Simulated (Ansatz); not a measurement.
A plane-wave DFT run in Ansatz 0.2.0 (scalar-relativistic PAW potentials unless the input names others): input and command.

```yaml
crystal:
  lattice:
    - [1.94106085, -3.5990095, 0.0]
    - [1.94106085, 3.5990095, 0.0]
    - [0.0, 0.0, 5.554365]
  atoms:
    - { symbol: Ba, position: [0.0, 0.0, 0.0] }
basis:
  ecutwfc: "600 eV"
kpoints:
  mp_grid: { grid: [12, 12, 8] }
hamiltonian:
  xc: pbesol
scf:
  occupations: { method: gaussian, width: 0.1 }
  n_extra_bands: 4
output:
  forces: true
  eigenvalues: true
  stress: true
```

```bash
ansatz run input.yaml --threads 1 --pin off --max-ram 1331MiB --backend cpu --events-out ev --progress --plain --runs-dir out
```

Abridged log:
```
Basis set: ecut = 600 eV, 2579 PW (Γ), exchange–correlation on 72×72×90 points (8 copies of the dense FFT grid, shifted against one another)
Bands: 9, of which v1, the nominal top of the filled ones, is band 5 counted from 1 (4 counted from 0)
Symmetry: 8 space group operations
k-points: 215 of 1152
SCF iter   1: F=—  HF=-5862.023309 eV  |F-HF|=—  |Δ(HF+E_count)|=         —  Δρ=1.85e-3  dr2=9.55e-3  ethr=1.77e-3  ⟨swp⟩=7.8  Hψ=19191  notcnv=0
SCF iter   2: F=—  HF=-5862.022716 eV  |F-HF|=—  |Δ(HF+E_count)|=   5.93e-4  Δρ=1.12e-3  dr2=4.00e-3  ethr=9.55e-5  ⟨swp⟩=1.0  Hψ=3655  notcnv=0
SCF iter   3: F=—  HF=-5862.022133 eV  |F-HF|=—  |Δ(HF+E_count)|=   5.82e-4  Δρ=2.83e-4  dr2=1.03e-4  ethr=4.00e-5  ⟨swp⟩=1.8  Hψ=2258  notcnv=0
SCF iter   4: F=—  HF=-5862.022108 eV  |F-HF|=—  |Δ(HF+E_count)|=   2.52e-5  Δρ=1.06e-4  dr2=3.28e-5  ethr=1.03e-6  ⟨swp⟩=2.6  Hψ=3079  notcnv=0
SCF iter   5: F=—  HF=-5862.022106 eV  |F-HF|=—  |Δ(HF+E_count)|=   2.05e-6  Δρ=3.42e-5  dr2=8.91e-7  ethr=3.28e-7  ⟨swp⟩=1.2  Hψ=1992  notcnv=0
SCF iter   6: F=-5862.022106 eV  HF=-5862.022106 eV  |F-HF|=1.20e-8  |Δ(HF+E_count)|=   1.68e-7  Δρ=6.85e-6  dr2=4.39e-8  ethr=1.00e-9  ⟨swp⟩=6.7  Hψ=12696  notcnv=0
SCF 1 converged in 6 iterations: F = -5862.022106 eV  dr2 = 4.39e-8
SCF converged after 6 iterations
Free energy (F): -5862.022106 eV
Harris-Foulkes:  -5862.022106 eV  (|F-HF|=1.20e-8)
Internal energy: -5862.007323 eV  (E = F + TS)
E sigma→0 (E₀):  -5862.014715 eV
Entropy (-TS):   -0.014784 eV (-14.784 meV/atom)
Fermi energy:    4.150266 eV
--- Forces (eV/Å), atoms counted from 1 ---
  atom   1  Ba     0.00000000     0.00000000     0.00000000
--- Stress (GPa, compression-positive) ---
        2.150544       0.000000       0.000000
        0.000000       0.842889       0.000000
        0.000000       0.000000      -2.572627
  P = ⅓ Tr σ = 0.1403 GPa (1.403 kbar)
```

Apart from outputs, the input differs from a reference run on usual settings in hamiltonian.xc: "pbe" → "pbesol"; scf.n_extra_bands: not typed → 4; basis.ecutwfc: 420 → "600 eV". The reference, at the same geometry (not necessarily relaxed), gave pressure 0.64 GPa, largest force 0.000 eV/Å, no gap on the mesh. This run converged in 6 SCF iterations (reference: 6) with a total energy on another zero, pressure 0.14 GPa, largest force 0.000 eV/Å, no gap on the mesh.